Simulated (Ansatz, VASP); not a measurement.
# BN (Qingsongite) in two plane-wave programs, part 2 of 2

Wanted: the spread between two codes on one cell, functional and k mesh. The structure shown comes from an earlier Ansatz run, which isn't shown and may have moved the atoms alone.

VASP 6.6.1 and Ansatz 0.2.0.

So far: The starting structure; Ansatz: elastic constants, LDA.

## Step 3: VASP: elastic constants, LDA

Level of this step: LDA; plane waves and PAW (B, N) (VASP).

The same cell, functional (in two slightly different forms), mesh and smearing now go to VASP, with its own data sets.

Lines of VASP's logs that name or quote its potential files are left out, and so is its time.

File INCAR:

```
SYSTEM = BN
PREC = Accurate
ENCUT = 600
EDIFF = 1E-08
NELM = 120
ISMEAR = 0
SIGMA = 0.02
LREAL = .FALSE.
ALGO = Normal
GGA = CA
NBANDS = 10
LORBIT = 11
LWAVE = .FALSE.
LCHARG = .FALSE.
ISIF = 3
IBRION = 6
NFREE = 2
POTIM = 0.015
NSW = 1
LASPH = .TRUE.
GGA_COMPAT = .FALSE.
EFERMI = MIDGAP
```

File POSCAR:

```
BN
1.0
    0.0000000000      1.7902646520      1.7902646520
    1.7902646520      0.0000000000      1.7902646520
    1.7902646520      1.7902646520      0.0000000000
B N
1 1
Direct
    0.0000000000      0.0000000000      0.0000000000
    0.2500000000      0.2500000000      0.2500000000
```

File KPOINTS:

```
Automatic mesh
0
Gamma
10 10 10
0 0 0
```

Potentials, in the order of the species: B and N (LDA family, release 64).

Launch:

```sh
> mpirun -np 1 vasp_std
```

Numbers of over 12 decimals in the logs are rounded to 6 here.

Log:

```text
[banner, memory and clock lines left out]
running    1 mpi-ranks, on    1 nodes
 distrk:  each k-point on    1 cores,    1 groups
 distr:  one band on    1 cores,    1 groups

 POSCAR found type information on POSCAR B N
 POSCAR found :  2 types and       2 ions
 LDA part: xc-table for (Slater(with rela. corr.)+CA(PZ))
 , standard interpolation
 POSCAR, INCAR and KPOINTS ok, starting setup
 FFT: planning ... GRIDC
 FFT: planning ... GRID_SOFT
 FFT: planning ... GRID
 WAVECAR not read
 entering main loop
       N       E                     dE             d eps       ncg     rms          rms(c)
DAV:   1     0.103860894914E+02    0.10386E+02   -0.52719E+03   964   0.875E+02
DAV:   2    -0.201419564056E+02   -0.30528E+02   -0.29519E+02  1130   0.170E+02
DAV:   3    -0.205999179526E+02   -0.45796E+00   -0.45707E+00  1110   0.181E+01
DAV:   4    -0.206004009877E+02   -0.48304E-03   -0.48303E-03  1020   0.710E-01
DAV:   5    -0.206004014557E+02   -0.46805E-06   -0.46804E-06  1084   0.216E-02    0.665E+00
DAV:   6    -0.195679321932E+02    0.10325E+01   -0.33267E+00   962   0.113E+01    0.316E+00
DAV:   7    -0.194488890318E+02    0.11904E+00   -0.99948E-02  1032   0.274E+00    0.179E+00
DAV:   8    -0.194164641433E+02    0.32425E-01   -0.50579E-02  1042   0.161E+00    0.188E-01
DAV:   9    -0.194163110575E+02    0.15309E-03   -0.87133E-04  1014   0.281E-01    0.820E-02
DAV:  10    -0.194162952602E+02    0.15797E-04   -0.44196E-05  1074   0.672E-02    0.138E-02
DAV:  11    -0.194162957397E+02   -0.47951E-06   -0.17886E-06  1046   0.971E-03    0.616E-03
DAV:  12    -0.194162956672E+02    0.72479E-07   -0.50942E-07  1050   0.450E-03    0.216E-04
DAV:  13    -0.194162956678E+02   -0.59663E-09   -0.78822E-09   606   0.917E-04
   1 F= -.19416296E+02 E0= -.19416296E+02  d E =0.000000E+00
[... from here on, the cycles between the ionic steps are left out ...]
   2 F= -.19410514E+02 E0= -.19410514E+02  d E =0.000000E+00
   3 F= -.19408781E+02 E0= -.19408781E+02  d E =0.000000E+00
   8 F= -.19412418E+02 E0= -.19412418E+02  d E =0.000000E+00
   9 F= -.19412418E+02 E0= -.19412418E+02  d E =0.000000E+00
  10 F= -.19412418E+02 E0= -.19412418E+02  d E =0.000000E+00
  11 F= -.19412418E+02 E0= -.19412418E+02  d E =0.000000E+00
  12 F= -.19412418E+02 E0= -.19412418E+02  d E =0.000000E+00
  13 F= -.19412418E+02 E0= -.19412418E+02  d E =0.000000E+00
  14 F= -.19413403E+02 E0= -.19413403E+02  d E =0.000000E+00
  15 F= -.19413403E+02 E0= -.19413403E+02  d E =0.000000E+00
  16 F= -.19413404E+02 E0= -.19413404E+02  d E =0.000000E+00
 Finite differences progress:
  Degree of freedom:   8/  8
  Displacement:        1/  2
  Total:              15/ 16
 bond charge predicted
       N       E                     dE             d eps       ncg     rms          rms(c)
DAV:   1    -0.194155351397E+02   -0.21311E-02   -0.23979E+00  3428   0.116E+01    0.351E-01
DAV:   2    -0.194142073163E+02    0.13278E-02   -0.10989E-02  3902   0.111E+00    0.188E-01
DAV:   3    -0.194134062775E+02    0.80104E-03   -0.23147E-03  3720   0.395E-01    0.335E-02
DAV:   4    -0.194134074127E+02   -0.11352E-05   -0.96247E-05  3826   0.930E-02    0.227E-02
DAV:   5    -0.194134041440E+02    0.32687E-05   -0.45823E-06  3764   0.185E-02    0.240E-03
DAV:   6    -0.194134040956E+02    0.48369E-07   -0.29538E-07  3800   0.476E-03    0.138E-03
DAV:   7    -0.194134040950E+02    0.64801E-09   -0.85219E-09  2126   0.874E-04
  17 F= -.19413404E+02 E0= -.19413404E+02  d E =0.000000E+00
 Finite differences progress:
  Degree of freedom:   8/  8
  Displacement:        2/  2
  Total:              16/ 16
```

OUTCAR, selected parts (step 3):

```text
ion  position               nearest neighbor table
   1  0.000  0.000  0.000-   2 1.55   2 1.55   2 1.55   2 1.55
   2  0.250  0.250  0.250-   1 1.55   1 1.55   1 1.55   1 1.55

  LATTYP: Found a face centered cubic cell.
 ALAT       =     3.5805293040

 Subroutine GETGRP returns: Found 24 space group operations
 (whereof 24 operations were pure point group operations)

The static configuration has the point symmetry T_d .

 Found     47 irreducible k-points:

   k-points           NKPTS =     47   k-points in BZ     NKDIM =     47   number of bands    NBANDS=     10

   dimension x,y,z NGX =    20 NGY =   20 NGZ =   20
   dimension x,y,z NGXF=    40 NGYF=   40 NGZF=   40

   ENCUT  =  600.0 eV  44.10 Ry    6.64 a.u.   5.06  5.06  5.06*2*pi/ulx,y,z

   NELECT =       8.0000    total number of electrons

 k-points in reciprocal lattice and weights: Automatic mesh
   0.00000000  0.00000000  0.00000000       0.001
   0.10000000  0.00000000  0.00000000       0.008
   0.20000000  0.00000000  0.00000000       0.008
   0.30000000  0.00000000  0.00000000       0.008
   0.40000000  0.00000000  0.00000000       0.008
   0.50000000  0.00000000  0.00000000       0.004
   0.10000000  0.10000000  0.00000000       0.006
   0.20000000  0.10000000  0.00000000       0.024
   0.30000000  0.10000000  0.00000000       0.024
[...]
-0.30000000  0.40000000  0.20000000       0.024
  -0.30000000  0.50000000  0.20000000       0.012

 average (electrostatic) potential at core
       1 -29.1731       2 -59.7727

 E-fermi :  10.0076

 k-point     1 :       0.0000    0.0000    0.0000
  band No.  band energies     occupation
      1     -12.6464      2.00000
      2       7.6103      2.00000
      3       7.7542      2.00000
      4       7.8889      2.00000
      5      16.4611      0.00000
      6      16.5673      0.00000
      7      16.6888      0.00000
      8      18.6634      0.00000
      9      32.7863      0.00000
    ...

 k-point     2 :       0.1000    0.0000    0.0000
  band No.  band energies     occupation
      1     -12.3972      2.00000
      2       6.3892      2.00000
      3       7.4417      2.00000
      4       7.6193      2.00000
      5      16.8577      0.00000
      6      16.9149      0.00000
      7      17.0759      0.00000
      8      19.4063      0.00000
      9      32.3355      0.00000
    ...

 k-point     3 :       0.2000    0.0000    0.0000
  band No.  band energies     occupation
      1     -11.6622      2.00000
      2       3.6582      2.00000
      3       6.8378      2.00000
      4       7.0188      2.00000
      5      17.4300      0.00000
      6      17.6653      0.00000
      7      17.9100      0.00000
      8      20.9533      0.00000
      9      31.4580      0.00000
    ...

  Total        0.0560083      0.0588739      0.0588739      0.0000000      0.0437286      0.0000000
  in kB        7.8195395      8.2196170      8.2196170      0.0000000      6.1051248      0.0000000
  external PRESSURE =       8.0862579 kB  Pullay stress =       0.0000000 kB

  energy-cutoff  :      600.00
  volume of cell :       11.48
      direct lattice vectors                 reciprocal lattice vectors
     0.000000000  1.790264652  1.790264652    -0.279288316  0.279288316  0.279288316
     1.790264652  0.000000000  1.790264652     0.279288316 -0.279288316  0.279288316
     1.790264652  1.790264652  0.000000000     0.279288316  0.279288316 -0.279288316

 POSITION                                       TOTAL-FORCE (eV/Angst)
 -----------------------------------------------------------------------------------
      0.00000      0.00000      0.00000        -0.385519     -0.000000     -0.000000
      0.88013      0.89513      0.89513         0.385519      0.000000      0.000000
 -----------------------------------------------------------------------------------
    total drift:                               -0.000154      0.000000      0.000000

  FREE ENERGIE OF THE ION-ELECTRON SYSTEM (eV)
  ---------------------------------------------------
  free  energy   TOTEN  =       -19.4134040950 eV

  energy  without entropy=      -19.4134040950  energy(sigma->0) =      -19.41340409

  SYMMETRIZED ELASTIC MODULI (kBar)
 Direction    XX          YY          ZZ          XY          YZ          ZX
 --------------------------------------------------------------------------------
 XX        8242.2120   1931.5551   1931.5551      0.0000     -0.0000      0.0000
 YY        1931.5551   8242.2120   1931.5551      0.0000      0.0000      0.0000
 ZZ        1931.5551   1931.5551   8242.2120      0.0000     -0.0000      0.0000
 XY           0.0000      0.0000      0.0000   4813.8239      0.0000      0.0000
 YZ          -0.0000      0.0000     -0.0000      0.0000   4813.8239      0.0000
 ZX           0.0000      0.0000      0.0000      0.0000      0.0000   4813.8239
 --------------------------------------------------------------------------------

 Eigenvectors and eigenvalues of the dynamical matrix
 ----------------------------------------------------

   1 f  =   32.089947 THz   201.627081 2PiTHz 1070.405400 cm-1   132.713296 meV
             X         Y         Z           dx          dy          dz
      0.000000  0.000000  0.000000     0.751222   -0.000000    0.000000
      0.895132  0.895132  0.895132    -0.660050    0.000000    0.000000

   2 f  =   32.089947 THz   201.627081 2PiTHz 1070.405400 cm-1   132.713296 meV
             X         Y         Z           dx          dy          dz
      0.000000  0.000000  0.000000     0.000000   -0.751222    0.000000
      0.895132  0.895132  0.895132     0.000000    0.660050    0.000000

   3 f  =   32.089947 THz   201.627081 2PiTHz 1070.405400 cm-1   132.713296 meV
             X         Y         Z           dx          dy          dz
      0.000000  0.000000  0.000000     0.000000    0.000000    0.751222
      0.895132  0.895132  0.895132     0.000000    0.000000   -0.660050

   4 f/i=    0.001636 THz     0.010277 2PiTHz    0.054559 cm-1     0.006764 meV
             X         Y         Z           dx          dy          dz
      0.000000  0.000000  0.000000    -0.529639   -0.393890    0.000000
      0.895132  0.895132  0.895132    -0.602797   -0.448297    0.000000

   5 f/i=    0.001636 THz     0.010277 2PiTHz    0.054559 cm-1     0.006764 meV
             X         Y         Z           dx          dy          dz
      0.000000  0.000000  0.000000    -0.393890    0.529639    0.000000
      0.895132  0.895132  0.895132    -0.448297    0.602797    0.000000

   6 f/i=    0.001636 THz     0.010277 2PiTHz    0.054559 cm-1     0.006764 meV
             X         Y         Z           dx          dy          dz
      0.000000  0.000000  0.000000     0.000000    0.000000   -0.660050
      0.895132  0.895132  0.895132     0.000000    0.000000   -0.751222

 ELASTIC MODULI CONTR FROM IONIC RELAXATION (kBar)
 Direction    XX          YY          ZZ          XY          YZ          ZX
 --------------------------------------------------------------------------------
 XX          -0.0000      0.0000      0.0000      0.0000     -0.0000      0.0000
 YY           0.0000     -0.0000     -0.0000      0.0000      0.0000     -0.0000
 ZZ           0.0000     -0.0000     -0.0000     -0.0000      0.0000      0.0000
 XY           0.0000      0.0000     -0.0000    -46.1667     -0.0000     -0.0000
 YZ          -0.0000      0.0000      0.0000     -0.0000    -46.1667     -0.0000
 ZX           0.0000     -0.0000      0.0000     -0.0000     -0.0000    -46.1667
 --------------------------------------------------------------------------------

 TOTAL ELASTIC MODULI (kBar)
 Direction    XX          YY          ZZ          XY          YZ          ZX
 --------------------------------------------------------------------------------
 XX        8242.2120   1931.5551   1931.5551      0.0000     -0.0000      0.0000
 YY        1931.5551   8242.2120   1931.5551      0.0000      0.0000     -0.0000
 ZZ        1931.5551   1931.5551   8242.2120     -0.0000     -0.0000      0.0000
 XY           0.0000      0.0000     -0.0000   4767.6572     -0.0000     -0.0000
 YZ          -0.0000      0.0000     -0.0000     -0.0000   4767.6572     -0.0000
 ZX           0.0000     -0.0000      0.0000     -0.0000     -0.0000   4767.6572
 --------------------------------------------------------------------------------

 total charge
# of ion       s       p       d       tot
------------------------------------------
    1        0.684   1.412   0.000   2.096
    2        1.200   2.762   0.000   3.961
--------------------------------------------------
tot          1.884   4.174   0.000   6.058

[... 3 further parts left out ...]
```

CONTCAR:

```
BN
   1.00000000000000
     0.0000000000000000    1.7902646520000001    1.7902646520000001
     1.7902646520000001    0.0000000000000000    1.7902646520000001
     1.7902646520000001    1.7902646520000001    0.0000000000000000
  B               N
     1     1
Direct
     0.0000000000000000    0.0000000000000000    0.0000000000000000
     0.2541893247412450    0.2458106752587550    0.2458106752587550
```

Levels, forces or a CONTCAR printed for this step are those of its last displaced cell, not of the structure at rest.

## Step 4: Side by side

Known differences besides the potentials themselves: the two LDA forms differ slightly; the cutoff is 420 eV in Ansatz and 600 eV in VASP; VASP's log shows a relativistic correction to its local exchange, Ansatz's none; VASP takes each elastic constant from one size of strain, Ansatz from those that its log lists. Total energies have different zeros and are not compared.

The two programs side by side:

```
 quantity  Ansatz   VASP  difference
C11 (GPa)   823.3  824.2     -0.11 %
C22 (GPa)   823.3  824.2     -0.11 %
C33 (GPa)   823.3  824.2     -0.11 %
C12 (GPa)   190.6  193.2     -1.30 %
C13 (GPa)   190.6  193.2     -1.30 %
C23 (GPa)   190.6  193.2     -1.30 %
C44 (GPa)   474.5  476.8     -0.47 %
C55 (GPa)   474.5  476.8     -0.47 %
C66 (GPa)   474.5  476.8     -0.47 %
```

## Step 5: Summary of results

```json
{"difference in C12 (elastic constants, LDA)": "-1.3 %"}
```

What this shows: The difference in C12 is -1.3 % (elastic constants, LDA), within the 5 % picked in this series as the mark of a large difference. Such differences can come from data sets, numerical settings and the points named under the comparisons, not from the functional's error against experiment.

[Lines on the potential files, build, host, timing and source positions are cut from VASP's logs without a mark.]

[Logs are printed without paths, hosts, clocks, repeated set-up lines and the standing remarks that a program may print on its own settings, such as how far it seeks lower states.]

[Hosts, paths, dates, database ids (printed as entryN), source tags and the programs' standing remarks are cut or masked in the printed files.]
